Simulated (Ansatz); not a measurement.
# Boltzmann transport of AlRu at constant τ

Computed with DFT PBEsol, scalar-relativistic, plane waves, PAW (Ansatz). Settings: 420 eV plane-wave cutoff, Γ-centred 14×14×14 mesh, Fermi-Dirac smearing of 0.15 eV. No spin polarisation.

The cell, relaxed at this level:
```
Al Ru
1.0
     2.97826    0.00000    0.00000
     0.00000    2.97826    0.00000
     0.00000    0.00000    2.97826
Al Ru
1 1
Direct
  0.00000 0.00000 0.00000
  0.50000 0.50000 0.50000
```

In a metal these results depend on the k mesh and the smearing.

Constant relaxation time and rigid bands. The levels are interpolated over the whole zone and filled by a Fermi function at the stated temperature, with the chemical potential set by the electron count. Seebeck coefficients of a few μV/K are small differences and uncertain even in sign.

Problem. Give the Drude plasma energies, the density of states at the chemical potential and σ/τ at 300 K.

Solution.
- Plasma energy xx, yy, zz: 7.87, 7.87, 7.87 eV
- Density of states (thermally broadened): 1.59 states/eV/cell
- Conductivity over τ, xx, yy, zz: 12.6, 12.6, 12.6 ×10²⁰ (Ω·m·s)⁻¹

Problem. And the Seebeck coefficient (μV/K)?

Solution.
```tsv
T (K)	Sxx	Syy	Szz
300	5.9	5.9	5.9
600	11.7	11.7	11.7
900	17.1	17.1	17.1
```

Cost: 1 run of about 1.2 core-minutes, on Intel Xeon Platinum 8259CL (Skylake/Cascade Lake) (shared hosts).